# Why the filled-state image of an As-terminated InAs slab is the brighter one

If every electronic state sent the same density to the tip, the brightness of a tunnelling image would simply count states. Within 0.25 eV below the Fermi level this slab holds 2.1 states per surface cell, and within 0.25 eV above it holds half as many. Counting therefore predicts a filled-state image (negative sample bias) twice as bright as the empty-state image, and the calculated ratio is indeed 2.1.

At 1 V the count no longer suffices. There are 2.9 times as many filled states as empty ones in reach, but the mean density 3 Å above the top nucleus differs by $10^{-3.622+4.265}\approx 4.4$. Something makes the average empty state fainter at the tip than the average filled one.

Ansatz 0.2.0, PBE with plane-wave PAW (420 eV cutoff, 14 × 14 × 1 k mesh, 0.05 eV Gaussian smearing, no spin polarisation), for a clean As-terminated InAs(100) slab. Tersoff-Hamann images count all states between the Fermi level (zero bias) and the sample bias, filled states at negative bias. Densities and brightest points are for a plane 3 Å above the top nucleus.

```tsv
bias (V)	log10 mean density (log10 of e/angstrom^3)	bright over dark	brightest over	apparent barrier at 4 angstrom (eV)
-2.000	-3.580	10.774	As	7.218
-1.000	-3.622	12.302	As	7.141
-0.500	-3.763	9.911	As	6.891
-0.250	-4.087	8.633	As	6.488
0.250	-4.404	5.860	As	5.750
0.500	-4.345	5.182	As	5.841
1.000	-4.265	4.487	As	5.878
1.500	-4.243	4.435	As	5.750
```

## The tempting answer goes the wrong way

The next thought is the tunnelling barrier. The density of a state at energy $\phi$ below the vacuum level decays outside the surface as $e^{-2\kappa z}$, with $\kappa=\sqrt{2m\phi}/\hbar$, where $m$ is the electron mass and $z$ the height. Empty states lie nearer the vacuum level, so their tails are longer and each should appear brighter. Weighting the states at 1 V in this way lowers the predicted ratio to 1.6, further from the calculated 4.4 than plain counting was.

A second thought is that the empty states may be buried in the slab. They are not: above +0.25 V more than 70% of their weight lies on the two outermost As planes. Including the share of each group of states that sits on the top As plane brings the predicted ratio down to 1.1. The better the energy and depth of the states are described, the worse the prediction becomes.

## Following the states one window at a time

Each image contains all states between the Fermi level and the bias, so subtracting neighbouring images isolates the states in between. Dividing by their number gives the density that one state sends to the tip. The model takes this leak as proportional to $s\,e^{-2\kappa z}$, where $s$ is the share on the top As plane and $z$ is 3 Å. Its scale is set by the states just below the Fermi level, which therefore agree by construction; the other seven windows test it.

Take the empty states between 0.5 and 1 eV. Their middle lies 5.03 eV below vacuum, which gives $\kappa=1.149$ Å$^{-1}$, against 1.245 Å$^{-1}$ for the reference states. The longer tail should brighten each state by $e^{2\times3\times(1.245-1.149)}\approx1.8$.

The top As plane also holds 1.5 times as large a share of these states as of the reference states. Together the two effects predict a leak 2.7 times that of a reference state. The calculation gives about 0.2, so the model is too bright by a factor of about 13.

On the filled side the same model does well down to −1 V, with errors of about 10% or less of the calculated leak. It is too bright by nearly a factor of two for the deeper states added at −2 V. These are spread through the slab and have shorter tails, so the number of states grows by 85% but the density by only 10%. The model already allows for both effects; the error that remains is expected to come from momentum along the surface and from orbital shape. The large failure is thus confined to empty states more than 0.25 eV above the Fermi level, as the printed analysis below shows window by window.

## What energy and depth leave out

Energy alone does not fix how fast a tail decays: momentum along the surface steepens it, and so can a node. The states between 0.5 and 1 eV do decay faster than the model assumes, at 1.32 instead of 1.149 Å$^{-1}$ between 3 and 4 Å. If the decay found there held all the way down, for these and for the reference states, it would roughly halve the factor of 13 and leave the rest unexplained.

A candidate that can act on both the tail and the rest is the direction in which the orbitals point. A top As atom has two bonds to In and two broken ones. The broken bonds combine into an even orbital, a mixture of s and p that points out of the surface, and an odd one, a p orbital lying along the surface. The odd orbital has no s character to lower its energy, so it lies higher. Its two lobes have opposite signs, which leaves a node directly above the nucleus and makes their tails partly cancel where they overlap higher up. Even averaged over the whole plane, such an orbital is expected to send less density to the tip than one that points outwards.

The water molecule has the same pair of orbitals on its oxygen atom: a lone pair pointing away from the hydrogens, and above it in energy a pure p lone pair perpendicular to the molecular plane. The comparison covers shape and order only. In water both are full, whereas on this surface the upper one is expected to be largely empty, and both broaden into bands.

Electron counting supports one part of this picture, that the empty states belong to broken As bonds. An As atom has five valence electrons and puts 5/4 into each bond, so two broken bonds keep 2.5 electrons where four would fit. That leaves 1.5 holes per surface As, or three per cell with both faces of the slab. The calculated windows up to +1.5 V hold 2.94 states, close to that number. Together with the large weight on the outer As planes, this suggests that the positive-bias images show mainly broken As bonds and not an In-derived conduction band. The count cannot tell the odd orbital from the even one.

The image gives a second, weaker hint. At +1 V and a height of 3 Å its brightest point lies 0.58 Å to the side of the As nucleus, while at −1 V it lies on top. At 4 Å the brightest point is back over the nucleus at both biases. The bright-over-dark ratio also falls, from 12.3 to 4.5. Both changes fit density moving sideways off the atom.

This is still an argument and not a proof, because the states were not projected onto orbital shapes or sorted by their momentum along the surface. Such a projection would also have to explain why the empty states within 0.25 eV of the Fermi level leak as strongly as the filled ones. If the two bands overlap in energy, some outward-pointing states would be empty there too. That is a plausible reason, but it is untested here.

## What to do with this

- **Do not use polarity to tell As from In on this surface.** As is named brightest at every bias, partly because the nearest In plane lies lower.
- **Do not read brightness as a number of states.** For comparing the two polarities that works here at 0.25 V, but not at 1 V. Farther out, ask how many states there are, how much of them sits on the top plane, and whether they point towards the tip.
- **Subtract images at neighbouring biases to see what a group of states contributes.** This is least certain between +1 and +1.5 V, where only 0.15 states are added and the two densities are nearly equal.
- **Do not match these images directly to a measured surface.** Real As-rich surfaces pair their top atoms into dimers, which rearranges the very bonds discussed here. This small cell forbids dimers, and the calculation also excludes spin polarisation of the partly filled bonds.

The computed potential is rough in the thin density where the tip sits, and the highest levels are only loosely converged. The size of the resulting error is unknown. PBE is also known to close the gap of bulk InAs, or nearly so, which makes it unsafe to match these biases to measured ones. The images also assume a tip with an s orbital and no band bending by the tip, and the lower half of the thin slab was held at bulk positions. The conclusion therefore rests on the roughly tenfold shortfall, against the model, of the empty states more than 0.25 eV above the Fermi level, and not on fine differences between decay rates.

Numerical output:

```
Outermost window of each row, leak per state relative to the first filled window:
    row  states in window  leak found  barrier alone  barrier times top As share  last model over found
   -2.0             6.929     0.08987         0.4386                      0.1709                  1.901
   -1.0             3.316      0.5127         0.6802                      0.4714                 0.9196
   -0.5             2.745       0.849         0.8552                      0.9045                  1.065
  -0.25             2.102           1              1                           1                      1
   0.25             1.051      0.9639          1.173                       1.238                  1.285
    0.5            0.5918      0.2491          1.382                       1.786                  7.169
    1.0             1.143      0.2054          1.778                       2.698                  13.14
    1.5            0.1531      0.4737          2.527                       3.993                   8.43
Decay constant of the outermost window between 3 and 4 angstrom, 1/angstrom:
    row  found  from energy alone
   -2.0  1.444              1.382
   -1.0  1.436              1.309
   -0.5  1.376              1.271
  -0.25  1.294              1.245
   0.25  1.218              1.218
    0.5  1.347              1.191
    1.0   1.32              1.149
    1.5  1.066               1.09
Filled over empty mean density at 0.25 V: 2.075
Filled over empty number of states at 0.25 V: 2
Filled over empty mean density at 1 V: 4.395
Filled over empty number of states at 1 V: 2.93
Filled over empty at 1 V from states times barrier: 1.642
Filled over empty at 1 V from states times barrier times top As share: 1.13
Density gained from -1 to -2 V, percent: 10.15
States gained from -1 to -2 V, percent: 84.87
```
